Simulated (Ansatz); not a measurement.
Straining CoPdO₂

Computed with Ansatz 0.2.0, DFT PBE+U, scalar-relativistic, plane waves, PAW. Run with 420 eV cutoff, 12×12×2 k-mesh, Gaussian smearing of 0.10 eV, no spin polarisation, U_eff Co 3.32 eV on d shells.

The relaxed crystal:

```
Co Pd O
1.0
     2.86617    0.00000    0.00000
    -1.43309    2.48218    0.00000
     0.00000    0.00000   17.83326
Co Pd O
3 3 6
Direct
  0.66667 0.33333 0.83333
  0.33333 0.66667 0.16667
  0.00000 0.00000 0.50000
  0.00000 0.00000 0.00000
  0.66667 0.33333 0.33333
  0.33333 0.66667 0.66667
  0.33333 0.66667 0.77896
  0.00000 0.00000 0.88771
  0.00000 0.00000 0.11229
  0.66667 0.33333 0.22104
  0.66667 0.33333 0.44562
  0.33333 0.66667 0.55438
```

Deformation: all cell vectors scaled alike, the atoms relaxed, all within the symmetry that the strain leaves. Energies are extrapolated to zero smearing. On this cell's mesh the reference holds a stress of up to 0.33 GPa.

A cell with an odd number of electrons and no spin polarisation is a metal by construction and may be lower with spin.

(1) Give the structure at -2.0 %.

Answers

(1)
```
Co Pd O
1.0
     2.80885    0.00000    0.00000
    -1.40442    2.43253    0.00000
     0.00000    0.00000   17.47660
Co Pd O
3 3 6
Direct
  0.66667 0.33333 0.83333
  0.33333 0.66667 0.16667
  0.00000 0.00000 0.50000
  0.00000 0.00000 0.00000
  0.66667 0.33333 0.33333
  0.33333 0.66667 0.66667
  0.33333 0.66667 0.77862
  0.00000 0.00000 0.88804
  0.00000 0.00000 0.11196
  0.66667 0.33333 0.22138
  0.66667 0.33333 0.44529
  0.33333 0.66667 0.55471
```
Space group R-3m (166), 27.5 meV/atom over the relaxed crystal.